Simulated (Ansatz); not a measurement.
# TiC (Fm-3m) in Ansatz: a series of runs

One crystal, TiC, is run at these levels: r2SCAN, exchange-only PBE, PBE; tasks: band structure, elastic constants, single point, equation of state.

All numbers are computed with Ansatz 0.2.0; they aren't measurements. Logs are shortened: lines on timing, memory, paths and dates and some standing lists are left out, and cuts for length are marked.

## Step 1: Starting point

The structure is cubic, space group Fm-3m (No. 225). Conventional cell: a = 4.331 Å, b = 4.331 Å, c = 4.331 Å, α = 90.00°, β = 90.00°, γ = 90.00°. Ti (site symmetry m-3m) is surrounded by 6 C at 2.17 Å. C (site symmetry m-3m) is surrounded by 6 Ti at 2.17 Å.

The cell is a database's computed one.

## Step 2: Band structure, r2SCAN

The input, input.yaml:

```yaml
crystal:
  lattice:
    - [0.0, 2.1657188437, 2.1657188437]
    - [2.1657188437, 0.0, 2.1657188437]
    - [2.1657188437, 2.1657188437, 0.0]
  atoms:
    - { symbol: Ti, position: [0.0, 0.0, 0.0] }
    - { symbol: C, position: [0.5, 0.5, 0.5] }
hamiltonian:
  xc: r2scan
  pseudopotentials: { kind: paw }
kpoints:
  mp_grid: { grid: [11, 11, 11] }
  band_path:
    path:
      - [[0.0, 0.0, 0.0], [0.5, 0.0, 0.5], [0.5, 0.25, 0.75], [0.375, 0.375, 0.75], [0.0, 0.0, 0.0], [0.5, 0.5, 0.5], [0.625, 0.25, 0.625], [0.5, 0.25, 0.75], [0.5, 0.5, 0.5], [0.375, 0.375, 0.75]]
      - [[0.625, 0.25, 0.625], [0.5, 0.0, 0.5]]
    npoints: 14
scf:
  occupations: { method: fermi_dirac, width: 0.05 }
  n_extra_bands: 6
output:
  forces: true
  stress: true
  eigenvalues: true
  fatbands: false
```

Potentials or basis: Ansatz PAW.

Launch:

```
> ansatz run input.yaml --threads 2 --pin off --max-ram 5120MiB --backend cpu --events-out ev --progress --plain --runs-dir out
```

Standard output:

```text
Warning: RAYON_NUM_THREADS=2 ignored (pool sized by the plan → 2); use --threads N
scf.n_extra_bands = 6 over 8 filled bands (N_el = 16.0): the run solves 14 bands
Engine: ansatz 0.2.0, aarch64-unknown-linux-gnu
Pseudopotentials: kind: paw
Pseudopotential: Ti, paw, valence charge 12, recommended cutoff 500 eV (meta_gga), Ti.paw.azcp
Pseudopotential: C, paw, valence charge 4, recommended cutoff 500 eV (meta_gga), C.paw.azcp
Functional definition: r2SCAN
  parameter k0 = 0.174
  parameter k1 = 0.065
  parameter a1 = 4.9479
  exchange = r2scan_x(k0 = k0, k1 = k1, a1 = a1)
  correlation = r2scan_c
Crystal: 2 atoms, lattice volume = 20.316 Å³
Basis set: ecut = 500 eV, 531 PW (Γ), exchange–correlation on 96×96×96 points (64 copies of the dense FFT grid, shifted against one another)
Bands: 14, of which v1, the nominal top of the filled ones, is band 8 counted from 1 (7 counted from 0)
Symmetry: 48 space group operations
Space group: Fm-3m (ITA 225), of the structure as read, at distance tolerance 2.7e-5 Å
k-points: 56 of 1331
Non-local potential: Ti, projectors of the file, l = 0: 3, l = 1: 2, l = 2: 3, l = 3: 1
Non-local potential: C, projectors of the file, l = 0: 2, l = 1: 2, l = 2: 1
PAW form: soft (Blöchl's): semilocal exchange-correlation on the pseudo side does not see the compensation charge
PAW frozen core: Ti, regenerated for the run's functional (the file was generated under x = pbe(κ = 0.804, μ = 0.2195149727645171), c = pbe(β = 0.06672455060314922))
PAW frozen core: C, regenerated for the run's functional (the file was generated under x = pbe(κ = 0.804, μ = 0.2195149727645171), c = pbe(β = 0.06672455060314922))
PAW one-centre angular grid: Ti, 590 points (default); XC on 160 Gauss nodes
PAW one-centre angular grid: C, 302 points (default); XC on 239 of its mesh's 2573 points in the sphere
Initial density: superposition of atomic densities (neutral atoms: chi_scale 0, normalization atom), corrected by the library's trained network
Initial wavefunctions: pseudopotential atomic-orbital guess
Functional: x = r2scan, c = r2scan; τ floored in thin density (d = 2e-4 eV/Å³)
SCF iter   1: F=—  HF=-2757.962015 eV  |F-HF|=—  |Δ(HF+E_count)|=         —  Δρ=1.86e-2  dr2=7.58e-2  dr2_τ=1.38e-1  ethr=1.77e-3  ⟨swp⟩=5.1  Hψ=3672  notcnv=0
preconditioner: auto → none  [metal: Δε(μ)=0.079 eV  Ē_g=10.597 eV  σ=0.050 eV  W_gap=0.34  n_scr=8 (ndim 8)  ℏωp=23.3 eV  f_vac=0.000  D(μ)=0.32/eV (n_scr^D=0)  sad-step TF]
SCF iter   2: F=—  HF=-2758.013230 eV  |F-HF|=—  |Δ(HF+E_count)|=   5.12e-2  Δρ=6.28e-3  dr2=3.34e-3  dr2_τ=1.72e-3  ethr=4.74e-4  ⟨swp⟩=2.1  Hψ=1743  notcnv=0  defer=55
SCF iter   3: F=—  HF=-2758.015145 eV  |F-HF|=—  |Δ(HF+E_count)|=   1.92e-3  Δρ=3.15e-3  dr2=7.67e-4  dr2_τ=7.00e-5  ethr=2.09e-5  ⟨swp⟩=2.0  Hψ=906  notcnv=0  defer=55
SCF iter   4: F=—  HF=-2758.015818 eV  |F-HF|=—  |Δ(HF+E_count)|=   6.73e-4  Δρ=7.15e-4  dr2=6.53e-5  dr2_τ=3.21e-6  ethr=4.80e-6  ⟨swp⟩=2.1  Hψ=1086  notcnv=0  defer=55
SCF iter   5: F=—  HF=-2758.015848 eV  |F-HF|=—  |Δ(HF+E_count)|=   3.07e-5  Δρ=8.61e-5  dr2=7.79e-7  dr2_τ=7.57e-8  ethr=4.08e-7  ⟨swp⟩=2.2  Hψ=943  notcnv=0  defer=55
SCF iter   6: F=-2758.015849 eV  HF=-2758.015849 eV  |F-HF|=1.09e-8  |Δ(HF+E_count)|=   6.85e-7  Δρ=1.33e-5  dr2=2.24e-8  dr2_τ=2.24e-9  ethr=6.25e-10  ⟨swp⟩=8.4  Hψ=3493  notcnv=0
SCF 1 converged in 6 iterations: F = -2758.015849 eV  dr2 = 2.24e-8
NSCF: frozen V_eff on 142 k-points
SCF converged after 6 iterations
Free energy (F): -2758.015849 eV
Harris-Foulkes:  -2758.015849 eV  (|F-HF|=1.09e-8)
Internal energy: -2758.013431 eV  (E = F + TS)
E sigma→0 (E₀):  -2758.014640 eV
Entropy (-TS):   -0.002419 eV (-1.209 meV/atom)
Fermi energy:    14.826017 eV
--- Per-component energies (eV) ---
  E_band       = -125.938866
  E_kinetic    = 362.850098
  E_local      = -772.674116  (includes V_loc(G=0)·N_el)
  E_nonlocal   = 30.833290
  E_hartree    = 312.881407
  E_xc         = -142.348542
  E_vxc        = -200.789501  (∫ρ·V_xc dr)
  E_paw        = -1156.013507  (= ΣΔE_a)
  E_vpaw       = -184.399374  (= ΣTr[D̂ρ^β])
  E_aug_tail   = 0.000102  (compensation charges beyond the density's cutoff)
  E_vtau       = 12.479865  (kinetic-family band-sum trace: ∫τ·v_τ [+ j·A + Jᵃ·Aᵃ] dr)
  E_ewald      = -1393.263931
  E_core_change = -0.278231  (= ΣΔE_core)
  E_smearing   = -0.002419  (= −TS)
  E_closure    = 0.000000  (closes the sum)
  Σ components = -2758.015849   (vs F -2758.015849, Δ=0.00e0)
--- Forces (eV/Å), atoms counted from 1 ---
  atom   1  Ti    -0.00000000    -0.00000000    -0.00000000
  atom   2  C      0.00000000    -0.00000000     0.00000000
  max |Σ_I F_I| component: 3.91e-30 eV/Å
--- Stress (GPa, compression-positive) ---
       -0.652892      -0.000000      -0.000000
        0.000000      -0.652892      -0.000000
        0.000000      -0.000000      -0.652892
  P = ⅓ Tr σ = -0.6529 GPa (-6.529 kbar)
--- Band table (eV; the first three rows and the last of 56) ---
  k-point 0: bands = ["-44.2544", "-19.2204", "-19.2204", "-19.2204", "1.5075", "15.5939", "15.5939", "15.5939", "16.4228", "16.4228", "16.4228", "16.4820", "16.4820", "25.9541"]
  k-point 1: bands = ["-44.2485", "-19.2625", "-19.2241", "-19.2241", "1.7003", "14.6606", "14.8767", "14.8767", "15.8806", "15.8806", "16.9162", "18.0237", "18.0237", "26.2987"]
  k-point 2: bands = ["-44.2327", "-19.3742", "-19.2341", "-19.2341", "2.2533", "13.1125", "13.6559", "13.6559", "16.2578", "16.2578", "17.4117", "19.6585", "19.6585", "26.8275"]
  k-point 55: bands = ["-44.1558", "-19.5424", "-19.5212", "-19.3860", "4.4398", "11.2143", "11.3560", "12.0667", "17.4310", "17.8724", "18.5776", "20.0964", "20.2868", "29.0281"]
```

Run time: 2.2 s. Hardware: 2 threads of Arm Neoverse V1, shared host; peak memory 0.34 GiB.

What came out:

| Item | Value |
| --- | --- |
| Free energy | -2758.0158 eV |
| Pressure | -0.7 GPa |
| Band gap on the k mesh | none (metal or under the smearing width) |

Levels at the corners of the path, in eV from the Fermi level:
| point | band 6 | band 7 | band 8 | band 9 | band 10 | band 11 |
| --- | --- | --- | --- | --- | --- | --- |
| Γ | 0.77 | 0.77 | 0.77 | 1.60 | 1.60 | 1.60 |
| X | -3.76 | -1.60 | -0.21 | -0.21 | 2.67 | 3.67 |
| W | -3.39 | -3.39 | -3.00 | 2.90 | 2.90 | 3.67 |
| K | -3.71 | -3.64 | -1.99 | 1.52 | 3.28 | 3.97 |
| Γ | 0.77 | 0.77 | 0.77 | 1.60 | 1.60 | 1.60 |
| L | -6.18 | -3.20 | -3.20 | 3.04 | 3.04 | 4.28 |
| U | -3.71 | -3.64 | -1.99 | 1.52 | 3.28 | 3.97 |
| W | -3.39 | -3.39 | -3.00 | 2.90 | 2.90 | 3.67 |
| L | -6.18 | -3.20 | -3.20 | 3.04 | 3.04 | 4.28 |
| K | -3.71 | -3.64 | -1.99 | 1.52 | 3.28 | 3.97 |
| U | -3.71 | -3.64 | -1.99 | 1.52 | 3.28 | 3.97 |
| X | -3.76 | -1.60 | -0.21 | -0.21 | 2.67 | 3.67 |

Caveat: the PAW data sets come from PBE, with cores solved anew for the run's functional, which leaves a small shift of forces and pressure.

## Step 3: Elastic constants, r2SCAN

The input, input.yaml:

```yaml
crystal:
  lattice:
    - [0.0, 2.1657188437, 2.1657188437]
    - [2.1657188437, 0.0, 2.1657188437]
    - [2.1657188437, 2.1657188437, 0.0]
  atoms:
    - { symbol: Ti, position: [0.0, 0.0, 0.0] }
    - { symbol: C, position: [0.5, 0.5, 0.5] }
hamiltonian:
  xc: r2scan
  pseudopotentials: { kind: paw }
kpoints:
  mp_grid: { grid: [9, 9, 9] }
scf:
  occupations: { method: fermi_dirac, width: 0.05 }
output:
  forces: true
  stress: true
elastic:
  mode: relaxed_ion
  stencil: two_point
```

Potentials or basis: Ansatz PAW.

Launch:

```
> ansatz run input.yaml --threads 2 --pin off --max-ram 5120MiB --backend cpu --events-out ev --progress --plain --runs-dir out
```

Standard output:

```text
Warning: RAYON_NUM_THREADS=2 ignored (pool sized by the plan → 2); use --threads N
[... 10 set-up lines as earlier in the session ...]
Crystal: 2 atoms, lattice volume = 20.316 Å³
Basis set: ecut = 500 eV, 531 PW (Γ), exchange–correlation on 96×96×96 points (64 copies of the dense FFT grid, shifted against one another)
Bands: 12, of which v1, the nominal top of the filled ones, is band 8 counted from 1 (7 counted from 0)
[... 2 set-up lines as earlier in the session ...]
k-points: 35 of 729
[... 2 set-up lines as earlier in the session ...]
[... 108 lines left out ...]
       -0.000000      -0.642028      -0.000000
       -0.000000       0.000000      -0.642028
  P = ⅓ Tr σ = -0.6420 GPa (-6.420 kbar)
--- Band table (eV; the first three rows and the last of 35) ---
  k-point 0: bands = ["-44.2551", "-19.2210", "-19.2210", "-19.2210", "1.5086", "15.5943", "15.5943", "15.5943", "16.4244", "16.4244", "16.4244", "16.4806"]
  k-point 1: bands = ["-44.2464", "-19.2830", "-19.2265", "-19.2265", "1.7951", "14.3418", "14.5911", "14.5911", "15.9386", "15.9386", "17.0385", "18.3879"]
  k-point 2: bands = ["-44.2243", "-19.4375", "-19.2404", "-19.2404", "2.5979", "12.3758", "13.1884", "13.1884", "16.4968", "16.4968", "17.6168", "20.3615"]
  k-point 34: bands = ["-44.1574", "-19.5620", "-19.4985", "-19.3839", "4.4323", "10.9960", "11.5858", "12.0510", "17.3609", "17.9317", "18.5902", "19.8445"]
--- Elastic constants: 2 strain directions × 2 members + reference (group order 48) ---
  dense FFT box of the reference and of every strained cell: 24×24×24
  strains applied: 11, 23; error gains: componentwise 1.00 (the most a stress slope's error grows in a printed constant), spectral 1.73 (1 for all six strains in a standard setting)
  C = ∂σ_k/∂η_j (tension-positive GPa; Voigt order 11 22 33 23 13 12):
       531.815    124.049    124.049      0.000     -0.000     -0.000
       124.049    531.815    124.049     -0.000      0.000      0.000
       124.049    124.049    531.815     -0.000     -0.000      0.000
         0.000      0.000      0.000    196.889     -0.000     -0.000
         0.000     -0.000     -0.000     -0.000    196.889      0.000
        -0.000      0.000     -0.000     -0.000     -0.000    196.889
  reference stress σ⁰ (GPa):      0.642      0.642      0.642      0.000      0.000      0.000
  C* (energy form; C + prestress term) asymmetry max|C*_kj − C*_jk| = 2.842e-14 GPa — a small one proves nothing (zero by symmetry where the batch's group is 432, −43m or m−3m); a large one is finite-difference/SCF noise where every solve meets its electron count
  moduli (Voigt/Reuss/Hill, GPa): K = 259.97/259.97/259.97   G = 199.69/199.63/199.66   E = 476.89   ν = 0.194
  mechanically stable: yes (min eigenvalue of sym C = 196.89 GPa)
  strain η (Voigt 11):  stress-route row diagonal C_11 = 531.82 GPa, energy-path curvature d²(F+E_count+ΔE)/dδ²/Ω₀ = 531.74 GPa
         δ    σ_11 (GPa)             F (eV)   n_scf  n_hpsi   n_pw
    -2.000e-3      -0.4338       -2758.0155071       8   18002    533   relax 0 steps, max|allowed force component| 1.97e-31 eV/Å
     2.000e-3       1.6935       -2758.0151860       7   16800    534   relax 0 steps, max|allowed force component| 3.16e-30 eV/Å
  strain η (Voigt 23):  stress-route row diagonal C_44 = 196.89 GPa, energy-path curvature d²(F+E_count+ΔE)/dδ²/Ω₀ = 196.56 GPa
         δ    σ_23 (GPa)             F (eV)   n_scf  n_hpsi   n_pw
    -2.000e-3      -0.3938       -2758.0154288       9   32077    534   relax 0 steps, max|allowed force component| 3.20e-30 eV/Å
     2.000e-3       0.3938       -2758.0154288       7   26338    534   relax 0 steps, max|allowed force component| 2.37e-30 eV/Å
```

Run time: 9.6 s. Hardware: 2 threads of Arm Neoverse V1, shared host; peak memory 0.41 GiB.

What came out:

```
Free energy                     : -2758.0155 eV
Pressure                        : -0.6 GPa
Band gap on the k mesh          : none (metal or under the smearing width)
Elastic constants C11, C12, C44 : 532, 124, 197 GPa
Voigt bulk modulus              : 260 GPa
```

Levels at points of the mesh, in eV from the Fermi level:
```csv
k point,band 4,band 5,band 6,band 7,band 8,band 9,band 10,band 11,band 12
"(0.00, 0.00, 0.00)",-33.90,-13.17,0.91,0.91,0.91,1.74,1.74,1.74,1.80
```

Elastic tensor in Voigt notation (GPa, in the Cartesian axes of the cell as first typed):
```
532 124 124   0   0   0
124 532 124   0   0   0
124 124 532   0   0   0
  0   0   0 197   0   0
  0   0   0   0 197   0
  0   0   0   0   0 197
```

Caveat: elastic constants of metals need much finer meshes, so these are rough; the PAW data sets come from PBE, with cores solved anew for the run's functional, which leaves a small shift of forces and pressure.

[end of part 1 of 2]
